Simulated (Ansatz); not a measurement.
**Relaxation path: Se (hcp type)**

DFT, PBE, PAW with Ansatz's default frozen-core files, scalar-relativistic (Ansatz 0.2.0); a Γ-centred 14×14×8 k mesh, Fermi–Dirac smearing of 0.08 eV, no spin polarisation. The run relaxes shape and atoms at held volume.

Command: `ansatz run input.yaml --threads 1 --pin off --max-ram 2048MiB --backend cpu --events-out ev --progress --plain --runs-dir out` It took 28 s on 1 thread of AMD EPYC 7R43 64-Core Processor (Zen 3), with other jobs on the host, peak memory 0.42 GiB.

PAW: frozen-core files, cutoff 420 eV; forces are relaxed below 0.005 eV/Å.

Each step lists its free energy a cell above the last geometry, the pressure, the cell vectors (Å), and Cartesian positions (Å) with forces (eV/Å).

The first step:

```
step 1  dF = 159.13 meV  P = 33.3 GPa
  cell 3.3444 0.0000 0.0000  -1.6722 2.8964 0.0000  0.0000 0.0000 3.5012
  Se 0.0000 1.9309 0.8753   0.0000 0.0000 0.0000
  Se 1.6722 0.9655 2.6259   0.0000 0.0000 0.0000
```

Q: Where does the relaxation end, and by which steps?

A: After 3 geometries, with conventional a, b, c = 3.203, 3.203, 3.817 Å, at 16.958 Å³/atom and 26.6 GPa in space group P6_3/mmc, with a shortest distance of 2.657 Å. The further steps:
```
step 2  dF = 30.32 meV  P = 29.5 GPa
  cell 3.2649 0.0000 0.0000  -1.6324 2.8274 0.0000  0.0000 0.0000 3.6740
  Se 0.0000 1.8850 0.9185   0.0000 0.0000 0.0000
  Se 1.6324 0.9425 2.7555   0.0000 0.0000 0.0000
step 3  dF = 0.00 meV  P = 26.6 GPa
  cell 3.2033 0.0000 0.0000  -1.6016 2.7741 0.0000  0.0000 0.0000 3.8166
  Se 0.0000 1.8494 0.9542   0.0000 0.0000 0.0000
  Se 1.6016 0.9247 2.8625   0.0000 0.0000 0.0000
step 4  dF = 0.03 meV  P = 26.6 GPa  (same geometry on a basis chosen anew; earlier energies don't compare to the last digit)
  cell 3.2033 0.0000 0.0000  -1.6016 2.7741 0.0000  0.0000 0.0000 3.8166
  Se 0.0000 1.8494 0.9542   0.0000 0.0000 0.0000
  Se 1.6016 0.9247 2.8625   0.0000 0.0000 0.0000
```
